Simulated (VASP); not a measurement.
Here is a VASP 6.6.1 calculation.

Contents of INCAR:

```
PREC     = Accurate       # precision mode
ENCUT    = 600            # plane-wave cutoff, eV
EDIFF    = 1E-7           # SCF threshold, eV
ISMEAR   = 0              # smearing method
SIGMA    = 0.02           # smearing width, eV
LREAL    = F              # projectors in reciprocal space
LASPH    = T              # aspherical terms in the spheres
NELM     = 100            # most SCF steps
ALGO     = Fast           # electronic algorithm
ISIF     = 3              # what is computed and relaxed
LWAVE    = F              # write WAVECAR
LCHARG   = F              # write CHGCAR
IBRION   = 2              # ionic algorithm
NSW      = 60             # ionic steps
EDIFFG   = -0.01          # ionic threshold
```

KPOINTS

```
Automatic mesh
0
Gamma
  8 8 2
```

Contents of POSCAR:

```
MoS2
1.0
    3.1841260822      0.0000000000      0.0000000000
   -1.5920630411      2.7575340760      0.0000000000
    0.0000000000      0.0000000000     17.3345999500
Mo S
1 2
Direct
    0.0000000000      0.0000000000      0.0000000000
    0.3333333333      0.6666666667      0.9105070200
    0.3333333333      0.6666666667      0.0894929800
```

Potentials or basis: VASP PAW LDA potentials, release 64 (Mo_sv, S).

Command:

```bash
$ cat potpaw_LDA.64/Mo_sv/POTCAR potpaw_LDA.64/S/POTCAR > POTCAR
$ mpirun -np 1 vasp_std > vasp.out
```

(1) What does it give for the relaxed cell?

(2) Predict the band gap on the k mesh.

## Answers

(1) a = 3.121 Å, b = 3.121 Å, c = 17.340 Å, α = 90.00°, β = 90.00°, γ = 120.00°.

(2) 2.16 eV, indirect (least direct gap 2.18 eV).
